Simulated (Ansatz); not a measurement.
**Ionic part of the dielectric constant of ZrO2 at 30 GPa, mode by mode**

These are results of DFT PBEsol, scalar-relativistic, plane waves, PAW (Ansatz), not measurements. Cutoff 420 eV, 8×8×8 k-points (Γ-centred), fixed occupations. No spin polarisation. Phonons by linear response, acoustic sum rule imposed.

It takes space group Fm-3m (No. 225, cubic). Conventional cell: a = 4.904 Å, b = 4.904 Å, c = 4.904 Å, α = 90.00°, β = 90.00°, γ = 90.00°. Zr (site symmetry m-3m) is surrounded by 8 O at 2.12 Å. O (site symmetry -43m) is surrounded by 4 Zr at 2.12 Å.

Other phases may be more stable at this pressure.

The primitive cell has V = 29.49 Å³ and ε∞,zz = 5.775. Each polar mode adds Δε = (4.92064×10⁷/V)·S/ν² along z, with S its oscillator strength in e²/amu, ν in cm⁻¹ and V in Å³.

**Question.** From these modes, find each Δε and ε0,zz.
| ν (cm⁻¹) | S_zz (e²/amu) |
| --- | --- |
| 349.0 | 1.409 |

**Answer.**
| ν (cm⁻¹) | Δε |
| --- | --- |
| 349.0 | 19.30 |

The sum is 19.301, so ε0,zz = 25.08; the run's tensor has 25.08.

**Question.** Where do the longitudinal modes lie for a wave vector along z?

**Answer.** At 727 cm⁻¹. The Lyddane–Sachs–Teller product Π(ν_LO/ν_TO)² = 4.34 matches ε0/ε∞ = 4.34.

This fluorite-type form isn't the usual stable structure of the compound at low pressure.

Cost: 1 run of about 1.4 core-minutes, on Arm Neoverse N1 (shared hosts).